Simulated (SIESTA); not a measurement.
## MnO2 under changes of volume

One of the cells (10.839 Å³/atom); the others are scaled copies at fixed shape and fractional positions:

```xyz
3
Lattice="2.8566 0.0000 0.0000 -1.4283 2.4739 0.0000 0.0000 0.0000 4.6014" Properties=species:S:1:pos:R:3 pbc="T T T"
Mn    0.0000    0.0000    2.3007
O     0.0000    1.6492    3.2499
O     1.4283    0.8246    1.3515
```

Measurements of this composition are mostly on another form, of space group No. 136.

```yaml
Program: SIESTA 5.4.2
Functional: LDA
Potentials_or_basis: PseudoDojo 0.4 standard (LDA files)
Basis: DZP (energy shift 0.003 Ry; two zetas on semicore shells)
Grid_cutoff: 800 Ry
Energy_shift: 0.003 Ry
k_mesh: 8 × 8 × 4
Occupations: fermi-dirac, width 0.05 eV
Spin: collinear spin, ferromagnetic start
Starting_moments: "[4.0, 0.0, 0.0] μB"
```

| volume (Å³/atom) | energy over the lowest point (meV/atom) | pressure (GPa) | gap on the mesh (eV) | largest force (eV/Å) |
| --- | --- | --- | --- | --- |
| 10.189 | 8.21 | 8.0 | 0.14 | 0.907 |
| 10.405 | 0.79 | 2.9 | 0.22 | 0.540 |
| 10.622 | 0.00 | -1.7 | 0.30 | 0.201 |
| 10.839 | ? | ? | ? | ? |
| 11.056 | 15.74 | -9.6 | 0.45 | 0.406 |
| 11.273 | 31.03 | -12.9 | 0.52 | 0.675 |
| 11.489 | 50.51 | -15.8 | 0.58 | 0.920 |

Task: What does the run at 10.839 Å³/atom give?

Result: Energy over the lowest point 5.19 meV/atom; pressure -5.9 GPa; gap on the mesh 0.38 eV; largest force 0.115 eV/Å.

Worked out: A Birch-Murnaghan fit of order 3 (a polynomial in V^(-2/3)) to the other rows has its minimum at 10.54 Å³/atom with B0 = V·E''(V) = 223 GPa and B' = 4.5 at fixed shape and positions, which overstates the stiffness. It gives 5.20 meV/atom at 10.839 Å³/atom, against the run's 5.19, and -dE/dV = -5.9 GPa, against -5.9. A straight line through the other rows of the gap, of slope 3.69 eV per unit of ln V, gives 0.37 eV, against the run's 0.38.

Energies are extrapolated to zero smearing.

Caveats: short orbitals over semicore shells can move pressures by several GPa; the basis of atomic orbitals isn't converged, which shifts pressures, moduli and gaps; a cell with one magnetic atom can't hold antiferromagnetic order, which such compounds often take.

A mesh can miss the band edges.
